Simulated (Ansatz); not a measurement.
# K: the cost of one run

Program: Ansatz 0.2.0. Level of theory: DFT PBE, scalar-relativistic, plane waves, PAW. These are calculated values, not measurements.

2 further runs of the same task are left out: 2 set aside as unsound or not needed.

## 1. The starting structure

Symmetry: Cmcm, No. 63, orthorhombic system. The conventional cell has a = 4.793 Å, b = 8.034 Å, c = 7.653 Å, α = 90.00°, β = 90.00°, γ = 90.00°.

Coordinates:

```cif
data_structure
_symmetry_space_group_name_H-M 'Cmcm'
_symmetry_Int_Tables_number 63
_cell_length_a 4.7931
_cell_length_b 8.0337
_cell_length_c 7.6528
_cell_angle_alpha 90.000
_cell_angle_beta 90.000
_cell_angle_gamma 90.000
_cell_volume 294.68
loop_
_atom_site_label
_atom_site_type_symbol
_atom_site_symmetry_multiplicity
_atom_site_Wyckoff_symbol
_atom_site_fract_x
_atom_site_fract_y
_atom_site_fract_z
_atom_site_occupancy
K1 K 4 c 0.50000 0.67776 0.25000 1
```

It goes back to an entry of the Materials Project, which need not be the stable form.

The unstrained cell was computed beforehand with the same settings: E(σ→0) = -6151.1434 eV for 4 atoms, gap none (metal).

## 2. Strain -1.5 %

input.yaml

```yaml
crystal:
  lattice:
    - [4.7211941893, 0.0, 0.0]
    - [0.0, 8.063783075, 0.0]
    - [0.0, 0.0, 7.681526125]
  atoms:
    - { symbol: K, position: [0.5, 0.6777580896, 0.25] }
    - { symbol: K, position: [0.5, 0.3222419104, 0.75] }
    - { symbol: K, position: [0.0, 0.1777580896, 0.25] }
    - { symbol: K, position: [0.0, 0.8222419104, 0.75] }
basis:
  ecutwfc: 420
kpoints:
  mp_grid: { grid: [10, 6, 6] }
hamiltonian:
  xc: pbe
scf:
  occupations: { method: gaussian, width: 0.1 }
output:
  forces: true
  stress: true
  eigenvalues: true
relax:
  adjacent_minimum: "off"
  f_tol: 0.008
  max_steps: 40
  cell: { stress_tol: 0.05, fix: [a, angles] }
```

Q: Estimate wall time and peak memory on 1 thread of an x86-64 CPU, shared host.

About 71 s, with a peak of 0.8 GiB.
